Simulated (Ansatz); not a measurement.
# HfC (Fm-3m) in Ansatz: equation of state

How stiff is HfC in PBE, and what volume does it want? The cell is scaled to several volumes.

Program: Ansatz 0.2.0. These are calculated values, not measurements. Logs are shortened: lines on timing, memory, paths and dates and some standing lists are left out, and cuts for length are marked.

## Step 1: Starting point

The structure is cubic, space group Fm-3m (No. 225). The conventional cell has a = 4.650 Å, b = 4.650 Å, c = 4.650 Å, α = 90.00°, β = 90.00°, γ = 90.00°. Hf (site symmetry m-3m) has 6 C at 2.33 Å as nearest neighbours. C (site symmetry m-3m) is surrounded by 6 Hf at 2.33 Å.

## Step 2: Equation of state, PBE

Potentials or basis: all-electron LAPW, scalar-relativistic.

No new run: the results of the series are fitted here.

Results:

```yaml
Equilibrium_volume: 12.58 Å³/atom
Bulk_modulus: 233 GPa
Pressure_derivative_of_the_bulk_modulus: 4.0
```

Energy against volume, from the lowest point:
| volume (Å³/atom) | energy (meV/atom) |
| --- | --- |
| 11.814 | 38.00 |
| 12.065 | 16.63 |
| 12.317 | 4.25 |
| 12.568 | 0.00 |
| 12.819 | 3.12 |
| 13.071 | 12.92 |
| 13.322 | 28.75 |

The run has no spin-orbit coupling, so splittings on Hf are missing.
